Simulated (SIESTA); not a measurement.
Si2Ni:

```
Ni Si
1.0
     0.00000    2.70300    2.70300
     2.70300    0.00000    2.70300
     2.70300    2.70300    0.00000
Ni Si
1 2
Direct
  0.00000 0.00000 0.00000
  0.75000 0.75000 0.75000
  0.25000 0.25000 0.25000
```

- Program: SIESTA 5.4.2
- Task: single point
- Functional: PBEsol
- Potentials or basis: PseudoDojo 0.4 standard (PBEsol files)
- Basis: DZP (energy shift 0.003 Ry; two zetas on semicore shells)
- Grid cutoff: 800 Ry
- Energy shift: 0.003 Ry
- k mesh: 9 × 9 × 9
- Occupations: fermi-dirac, width 0.05 eV
- Spin: collinear spin, ferromagnetic start
- Starting moments: [1.0, 0.0, 0.0] μB

On this cell: pressure -0.9 GPa; largest force zero by symmetry; net moment 0.00 μB per cell; band gap on the k mesh none (metal or under the smearing width).

The same run follows on a disturbed copy (atoms moved at random, drawn with an rms of 0.05 Å):

```
Ni Si
1.0
     0.00000    2.70300    2.70300
     2.70300    0.00000    2.70300
     2.70300    2.70300    0.00000
Ni Si
1 2
Direct
  0.00493 0.00989 0.99540
  0.75332 0.75088 0.76642
  0.24470 0.25296 0.25518
```

Q: What does the disturbed cell give?

A: The energy (extrapolated to zero smearing) moves by +7.8 meV/atom; pressure -0.6 GPa; largest force 0.493 eV/Å; net moment 0.00 μB per cell; band gap on the k mesh none (metal or under the smearing width).

Forces on the atoms (eV/Å):
```
Ni   0.187  0.265 -0.372
Si  -0.222 -0.431  0.067
Si   0.035  0.165  0.304
```

Stress tensor (GPa, compression positive):
```
-0.62  0.73  1.59
 0.73 -0.55  0.66
 1.59  0.66 -0.71
```

Caveats: short orbitals over semicore shells can move pressures by several GPa; the basis of atomic orbitals isn't converged, which shifts pressures, moduli and gaps.
